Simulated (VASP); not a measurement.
# HfB2 (P6/mmm) in VASP: notebook

Runs on HfB2. Level: PBEsol. Tasks: single point.

Program: VASP 6.6.1. These are calculated values, not measurements. Logs are shortened: lines on timing, memory, paths and dates and some standing lists are left out, and cuts for length are marked.

## Step 1: The crystal as given

It takes space group P6/mmm (No. 191, hexagonal). Conventional cell: a = 3.140 Å, b = 3.140 Å, c = 3.480 Å, α = 90.00°, β = 90.00°, γ = 120.00°. Around Hf (site symmetry 6/mmm) lie 12 B at 2.51 Å. Around B (site symmetry -6m2) lie 3 B at 1.81 Å.

## Step 2: Single point, PBEsol

File INCAR:

```
SYSTEM = HfB2
  PREC = Accurate
  ENCUT = 460
  EDIFF = 1E-7
  ISMEAR = 1
  SIGMA = 0.02
  LREAL = .FALSE.
  LASPH = .TRUE.
  NELM = 100
  ALGO = Normal
  ISIF = 2
  LWAVE = .FALSE.
  LCHARG = .FALSE.
  GGA = PS
  NBANDS = 12
  ADDGRID = .FALSE.
```

File KPOINTS:

```
Automatic mesh
0
G
  15 15 12
  0 0 0
```

File POSCAR:

```
HfB2
1.0
    3.1400000000      0.0000000000      0.0000000000
   -1.5700000000      2.7193197679      0.0000000000
    0.0000000000      0.0000000000      3.4800000000
Hf B
1 2
Direct
   -0.0142630000      0.0046330000     -0.0059370000
    0.6696320000      0.3380360000      0.4871880000
    0.3055440000      0.6904850000      0.5067950000
```

Potentials or basis: VASP PAW PBE potentials, release 64 (Hf, B).

Command:

```bash
cat potpaw_PBE.64/Hf/POTCAR potpaw_PBE.64/B/POTCAR > POTCAR
mpirun -np 1 vasp_std > vasp.out
```

OUTCAR:

```text
SYSTEM = HfB2
   PREC = Accurate
   ENCUT = 460
   EDIFF = 1E-7
   ISMEAR = 1
   LREAL = .FALSE.
   LASPH = .TRUE.
   NELM = 100
   ISIF = 2
   GGA = PS

 Found   1351 irreducible k-points:

 Following reciprocal coordinates:
            Coordinates               Weight
  0.000000  0.000000  0.000000      1.000000
  0.066667 -0.000000  0.000000      2.000000
  0.000000  0.066667  0.000000      2.000000
 -0.066667  0.066667  0.000000      2.000000
  0.133333  0.000000  0.000000      2.000000
  0.000000  0.133333  0.000000      2.000000
   k-points           NKPTS =   1351   k-points in BZ     NKDIM =   1351   number of bands    NBANDS=     12
   number of dos      NEDOS =    301   number of ions     NIONS =      3
   total plane-waves  NPLWV =  13824
   dimension x,y,z NGX =    24 NGY =   24 NGZ =   24
   dimension x,y,z NGXF=    48 NGYF=   48 NGZF=   48
   ions per type =               1   2
   NGX,Y,Z   is equivalent  to a cutoff of  12.71, 12.71, 11.47 a.u.
   NGXF,Y,Z  is equivalent  to a cutoff of  25.41, 25.41, 22.93 a.u.
 SYSTEM =  HfB2
   PREC   = accura    normal or accurate (medium, high low for compatibility)
   ISTART =      0    job   : 0-new  1-cont  2-samecut
   ICHARG =      2    charge: 1-file 2-atom 10-const
   ISPIN  =      1    spin polarized calculation?
   LNONCOLLINEAR =      F non collinear calculations
   LSORBIT =      F    spin-orbit coupling
   LASPH  =      T    aspherical Exc in radial PAW
   ENCUT  =  460.0 eV  33.81 Ry    5.81 a.u.   5.49  5.49  6.09*2*pi/ulx,y,z
   NELM   =    100;   NELMIN=  2; NELMDL= -5     # of ELM steps
   EDIFF  = 0.1E-06   stopping-criterion for ELM
   LREAL  =      F    real-space projection
   EDIFFG = 0.1E-05   stopping-criterion for IOM
   NSW    =      0    number of steps for IOM
   IBRION =     -1    ionic relax: 0-MD 1-quasi-New 2-CG
   NFREE  =      0    steps in history (QN), initial steepest desc. (CG)
   ISIF   =      2    stress and relaxation
   ISYM   =      2    0-nonsym 1-usesym 2-fastsym
   POTIM  = 0.5000    time-step for ionic-motion
   TEBEG  =    0.0;   TEEND  =   0.0 temperature during run
   PSTRESS=    0.0 pullay stress
   NELECT =      10.0000    total number of electrons
   NUPDOWN=      -1.0000    fix difference up-down
   EMIN   =  10.00;   EMAX   =-10.00  energy-range for DOS
   EFERMI =   0.00;   METHOD = LEGACY
   ISMEAR =     1;   SIGMA  =   0.02  broadening in eV -4-tet -1-fermi 0-gaus
   EFERMI_NEDOS =   21; number of points for ismear=-14 and -15
   IALGO  =     38    algorithm
   IMIX   =      4    mixing-type and parameters
     AMIX     =   0.40;   BMIX     =  1.00
     AMIX_MAG =   1.60;   BMIX_MAG =  1.00
  volume/ion in A,a.u.               =       9.90        66.84
  Fermi-wavevector in a.u.,A,eV,Ry     =   1.138724  2.151876 17.642568  1.296692
  Thomas-Fermi vector in A             =   2.275428
   LORBIT       =      0    0 simple, 1 ext, 2 COOP (PROOUT), +10 PAW based schemes
   GGA     = PS    functional components
   LHFCALC =     F    Hartree Fock is set to
   AEXX    =    0.0000 exact exchange contribution
   IVDW    =     0    specifies the selected vdW correction
   LEPSILON=     F    determine dielectric tensor
   LRPA    =     F    only Hartree local field effects (RPA)
 non-spin polarized calculation
 Methfessel and Paxton  Order N= 1 SIGMA  =   0.02
  energy-cutoff  :      460.00
  volume of cell :       29.71
 maximum number of plane-waves:       690
 NGX is ok and might be reduce to    24
   NGX = 11   NGY = 11   NGZ = 13

 number of electron      10.0000000 magnetization

 Free energy of the ion-electron system (eV)
  ---------------------------------------------------
  ext. energy  EPLUGINS =         0.00000000
  ---------------------------------------------------
  free energy    TOTEN  =       -27.79562734 eV

  energy without entropy =      -27.79562846  energy(sigma->0) =      -27.79562772

 E-fermi :   7.7890     XC(G=0): -12.4524

 val. band max:        7.7874129676   @ k =   0.2000  -0.4000   0.1667
 cond. band min:       7.7947982991   @ k =   0.2000  -0.4000   0.0833
 fundamental gap:      0.0073853316
 Fermi energy:         7.7889964688

 k-point     1 :       0.0000    0.0000    0.0000
  band No.  band energies     occupation
      1      -5.9028      2.00000
      2       4.3750      2.00000
      3       4.7261      2.00000
      4       5.0460      2.00000
      5       5.5465      2.00000
      6      11.5570      0.00000
      7      11.7189      0.00000
      8      11.9386      0.00000
      9      12.1309      0.00000
     10      12.8339      0.00000
     11      13.1109      0.00000
     12      13.9717      0.00000

 k-point     2 :       0.0667   -0.0000    0.0000
  band No.  band energies     occupation
      1      -5.8122      2.00000
      2       4.1672      2.00000
      3       4.8099      2.00000
      4       4.9824      2.00000
      5       5.4962      2.00000
      6      11.1187      0.00000
      7      11.6290      0.00000
      8      11.9896      0.00000
      9      12.0847      0.00000
     10      12.9297      0.00000
     11      13.4842      0.00000
     12      14.3239      0.00000
[... 31 lines left out ...]
 k-point     5 :       0.1333    0.0000    0.0000
  band No.  band energies     occupation
      1      -5.5457      2.00000
      2       3.5793      2.00000
      3       4.7634      2.00000
      4       5.0701      2.00000
      5       5.4131      2.00000
      6      10.5081      0.00000
      7      11.4339      0.00000
      8      11.5427      0.00000
      9      12.0709      0.00000
     10      13.4489      0.00000
     11      14.3622      0.00000
     12      14.9534      0.00000

 k-point     6 :       0.0000    0.1333    0.0000
  band No.  band energies     occupation
      1      -5.5434      2.00000
      2       3.6257      2.00000
      3       4.7446      2.00000
      4       5.0431      2.00000
      5       5.3718      2.00000
      6      10.4542      0.00000
      7      11.4633      0.00000
      8      11.6515      0.00000
      9      12.1205      0.00000
     10      13.3405      0.00000
     11      14.3529      0.00000
     12      14.9476      0.00000

 [... further k-points ...]

------------------------ aborting loop because EDIFF is reached ----------------------------------------

  FORCE on cell =-STRESS in cart. coord.  units (eV):
  Direction    XX          YY          ZZ          XY          YZ          ZX
  --------------------------------------------------------------------------------------
  -------------------------------------------------------------------------------------
  Total       -0.0890138     -0.4580602     -0.8041470     -0.2431831      0.0466226     -0.0769750
  in kB       -4.7995286    -24.6981260    -43.3587593    -13.1121790      2.5138409     -4.1504129
  external PRESSURE =     -24.2854713 kB  Pullay stress =       0.0000000 kB

 VOLUME and BASIS-vectors are now :
 -----------------------------------------------------------------------------
  energy-cutoff  :      460.00
  volume of cell :       29.71
      direct lattice vectors                 reciprocal lattice vectors
     3.140000000  0.000000000  0.000000000     0.318471338  0.183869512  0.000000000
    -1.570000000  2.719319768  0.000000000     0.000000000  0.367739025  0.000000000
     0.000000000  0.000000000  3.480000000     0.000000000  0.000000000  0.287356322

 POSITION                                       TOTAL-FORCE (eV/Angst)
 -----------------------------------------------------------------------------------
      3.08794      0.01260      3.45934        -0.167953      0.367882      0.164812
      1.57193      0.91923      1.69541        -1.392554      0.300725      0.313131
     -0.12465      1.87765      1.76365         1.560507     -0.668607     -0.477943
 -----------------------------------------------------------------------------------
    total drift:                                0.000007      0.000000     -0.000024

  FREE ENERGIE OF THE ION-ELECTRON SYSTEM (eV)
  ---------------------------------------------------
  free  energy   TOTEN  =       -27.7956273430 eV

  energy  without entropy=      -27.7956284592  energy(sigma->0) =      -27.79562772
```

OSZICAR:

```text
N       E                     dE             d eps       ncg     rms          rms(c)
DAV:   1     0.177674718598E+01    0.17767E+01   -0.40918E+03 32432   0.647E+02
DAV:   2    -0.292035712988E+02   -0.30980E+02   -0.29800E+02 45356   0.121E+02
DAV:   3    -0.300844098614E+02   -0.88084E+00   -0.87378E+00 44808   0.178E+01
DAV:   4    -0.300878773767E+02   -0.34675E-02   -0.34662E-02 40372   0.115E+00
DAV:   5    -0.300878937873E+02   -0.16411E-04   -0.16410E-04 44524   0.707E-02    0.203E+01
DAV:   6    -0.280091448293E+02    0.20787E+01   -0.39169E+00 38996   0.982E+00    0.104E+01
DAV:   7    -0.278236052138E+02    0.18554E+00   -0.71484E-01 43448   0.461E+00    0.275E+00
DAV:   8    -0.277977643642E+02    0.25841E-01   -0.73886E-02 38564   0.143E+00    0.543E-01
DAV:   9    -0.277957759919E+02    0.19884E-02   -0.80695E-03 39444   0.479E-01    0.201E-01
DAV:  10    -0.277956367739E+02    0.13922E-03   -0.83206E-04 39292   0.162E-01    0.364E-02
DAV:  11    -0.277956288076E+02    0.79663E-05   -0.40397E-05 42576   0.419E-02    0.186E-02
DAV:  12    -0.277956273095E+02    0.14980E-05   -0.55238E-06 40504   0.128E-02    0.514E-03
DAV:  13    -0.277956273430E+02   -0.33467E-07   -0.16672E-07 35720   0.260E-03
   1 F= -.27795627E+02 E0= -.27795628E+02  d E =0.111625E-05
```

stdout:

```text
POSCAR found type information on POSCAR HfB
 POSCAR found :  2 types and       3 ions
 scaLAPACK will be used
 -----------------------------------------------------------------------------
|                                                                             |
|                                                                             |
|     You enforced a specific xc type in the INCAR file but a different       |
|     I HOPE YOU KNOW WHAT YOU ARE DOING!                                     |
|                                                                             |
 -----------------------------------------------------------------------------

 LDA part: xc-table for (Slater+PW92), standard interpolation
 POSCAR, INCAR and KPOINTS ok, starting setup
 FFT: planning ... GRIDC
 FFT: planning ... GRID_SOFT
 FFT: planning ... GRID
 WAVECAR not read
 entering main loop
```

It took 2 min on 1 thread of Intel Xeon Platinum 8559C (Emerald Rapids), shared host; peak memory 0.53 GiB.

The run converged, but some of its settings lie outside the range that counts as converged, so its numbers aren't taken as properties of the crystal.

Results:

```yaml
Free_energy: -27.7956 eV
Pressure: -2.4 GPa
Largest_force: 1.764 eV/Å
Band_gap_on_the_k_mesh: none (metal or under the smearing width)
```

Caveat: the PAW data sets were made with another functional, which shifts forces and pressure a little.

## Step 3: Single point, PBEsol

Changes to INCAR since step 2:

```diff
@@ -4,4 +4,4 @@
   EDIFF = 1E-7
-  ISMEAR = 1
-  SIGMA = 0.02
+  ISMEAR = -5
+  SIGMA = 0.15
   LREAL = .FALSE.
```

KPOINTS is that of step 2.

File POSCAR:

```
HfB2
1.0
    3.1400000000      0.0000000000      0.0000000000
   -1.5700000000      2.7193197679      0.0000000000
    0.0000000000      0.0000000000      3.4800000000
Hf B
1 2
Direct
    0.0000000000      0.0000000000      0.0000000000
    0.6666666667      0.3333333333      0.5000000000
    0.3333333333      0.6666666667      0.5000000000
```

Potentials or basis: VASP PAW PBE potentials, release 64 (Hf, B).

Command:

```bash
cat potpaw_PBE.64/Hf/POTCAR potpaw_PBE.64/B/POTCAR > POTCAR
mpirun -np 1 vasp_std > vasp.out
```

Run time: 23 s. Hardware: 1 thread of Intel Xeon Platinum 8559C (Emerald Rapids), shared host; peak memory 0.19 GiB.

The run converged, but some of its settings lie outside the range that counts as converged, so its numbers aren't taken as properties of the crystal.

What came out:

* Free energy: -27.9276 eV
* Pressure: -4.1 GPa
* Band gap on the k mesh: none (metal or under the smearing width)

Caveat: the PAW data sets were made with another functional, which shifts forces and pressure a little; tetrahedron occupations give inexact forces and stress in metals.

## Step 4: Single point, PBEsol

INCAR is that of step 3.

KPOINTS is that of step 3.

File POSCAR:

```
HfB2
1.0
    3.1400000000      0.0000000000      0.0000000000
   -1.5700000000      2.7193197679      0.0000000000
    0.0000000000      0.0000000000      3.4800000000
Hf B
1 2
Direct
   -0.0142630000      0.0046330000     -0.0059370000
    0.6696320000      0.3380360000      0.4871880000
    0.3055440000      0.6904850000      0.5067950000
```

Potentials or basis: VASP PAW PBE potentials, release 64 (Hf, B).

Command:

```bash
cat potpaw_PBE.64/Hf/POTCAR potpaw_PBE.64/B/POTCAR > POTCAR
mpirun -np 1 vasp_std > vasp.out
```

OUTCAR:

```text
SYSTEM = HfB2
   PREC = Accurate
   ENCUT = 460
   EDIFF = 1E-7
   ISMEAR = -5
   LREAL = .FALSE.
   LASPH = .TRUE.
   NELM = 100
   ISIF = 2
   GGA = PS

 Found   1351 irreducible k-points:

 Following reciprocal coordinates:
            Coordinates               Weight
  0.000000  0.000000  0.000000      1.000000
  0.066667 -0.000000  0.000000      2.000000
  0.000000  0.066667  0.000000      2.000000
 -0.066667  0.066667  0.000000      2.000000
  0.133333  0.000000  0.000000      2.000000
  0.000000  0.133333  0.000000      2.000000
   k-points           NKPTS =   1351   k-points in BZ     NKDIM =   1351   number of bands    NBANDS=     12
   number of dos      NEDOS =    301   number of ions     NIONS =      3
   total plane-waves  NPLWV =  13824
   dimension x,y,z NGX =    24 NGY =   24 NGZ =   24
   dimension x,y,z NGXF=    48 NGYF=   48 NGZF=   48
   ions per type =               1   2
   NGX,Y,Z   is equivalent  to a cutoff of  12.71, 12.71, 11.47 a.u.
   NGXF,Y,Z  is equivalent  to a cutoff of  25.41, 25.41, 22.93 a.u.
 SYSTEM =  HfB2
   PREC   = accura    normal or accurate (medium, high low for compatibility)
   ISTART =      0    job   : 0-new  1-cont  2-samecut
   ICHARG =      2    charge: 1-file 2-atom 10-const
   ISPIN  =      1    spin polarized calculation?
   LNONCOLLINEAR =      F non collinear calculations
   LSORBIT =      F    spin-orbit coupling
[... 135 lines left out ...]
 k-point     6 :       0.0000    0.1333    0.0000
  band No.  band energies     occupation
      1      -5.5442      2.00000
      2       3.6248      2.00000
      3       4.7438      2.00000
      4       5.0443      2.00000
      5       5.3709      2.00000
      6      10.4541      0.00000
      7      11.4650      0.00000
      8      11.6525      0.00000
      9      12.1225      0.00000
     10      13.3404      0.00000
     11      14.3520      0.00000
     12      14.9467      0.00000

 [... further k-points ...]

------------------------ aborting loop because EDIFF is reached ----------------------------------------

  FORCE on cell =-STRESS in cart. coord.  units (eV):
  Direction    XX          YY          ZZ          XY          YZ          ZX
  --------------------------------------------------------------------------------------
  -------------------------------------------------------------------------------------
  Total       -0.0535636     -0.4364669     -0.8602319     -0.2583718      0.0470557     -0.0733153
  in kB       -2.8880928    -23.5338370    -46.3827997    -13.9311358      2.5371927     -3.9530822
  external PRESSURE =     -24.2682432 kB  Pullay stress =       0.0000000 kB

 VOLUME and BASIS-vectors are now :
 -----------------------------------------------------------------------------
  energy-cutoff  :      460.00
  volume of cell :       29.71
      direct lattice vectors                 reciprocal lattice vectors
     3.140000000  0.000000000  0.000000000     0.318471338  0.183869512  0.000000000
    -1.570000000  2.719319768  0.000000000     0.000000000  0.367739025  0.000000000
     0.000000000  0.000000000  3.480000000     0.000000000  0.000000000  0.287356322

 POSITION                                       TOTAL-FORCE (eV/Angst)
 -----------------------------------------------------------------------------------
      3.08794      0.01260      3.45934        -0.167178      0.366437      0.165935
      1.57193      0.91923      1.69541        -1.376714      0.294532      0.298677
     -0.12465      1.87765      1.76365         1.543893     -0.660969     -0.464612
 -----------------------------------------------------------------------------------
    total drift:                                0.000008     -0.000000     -0.000025

  FREE ENERGIE OF THE ION-ELECTRON SYSTEM (eV)
  ---------------------------------------------------
  free  energy   TOTEN  =       -27.7955190598 eV

  energy  without entropy=      -27.7955190598  energy(sigma->0) =      -27.79551906
```

stdout:

```text
POSCAR found type information on POSCAR HfB
 POSCAR found :  2 types and       3 ions
 scaLAPACK will be used
 -----------------------------------------------------------------------------
|                                                                             |
[... 23 lines left out ...]
|     occupations, so forces and stress will be inaccurate. We suggest        |
|     using a different smearing scheme ISMEAR = 1 or 2 for metals in         |
|     relaxations.                                                            |
|                                                                             |
 -----------------------------------------------------------------------------
```

It took 2.5 min on 1 thread of Intel Xeon Platinum 8559C (Emerald Rapids), shared host; peak memory 0.55 GiB.

These settings aren't checked as converged: the numbers below hold their error.

Results:

```yaml
Free_energy: -27.7955 eV
Pressure: -2.4 GPa
Largest_force: 1.743 eV/Å
Band_gap_on_the_k_mesh: none (metal or under the smearing width)
```

Caveat: the PAW data sets were made with another functional, which shifts forces and pressure a little; tetrahedron occupations give inexact forces and stress in metals.

## Step 5: The reference run

An earlier run on the cell as given: functional PBEsol; potentials or basis VASP PAW PBE potentials, release 64 (Hf_pv, B); cutoff 520 eV; k mesh 10 × 10 × 8; occupations fermi-dirac, width 0.05 eV; no spin polarisation.

- Pressure: -4.4 GPa
- Band gap on the k mesh: none (metal or under the smearing width)
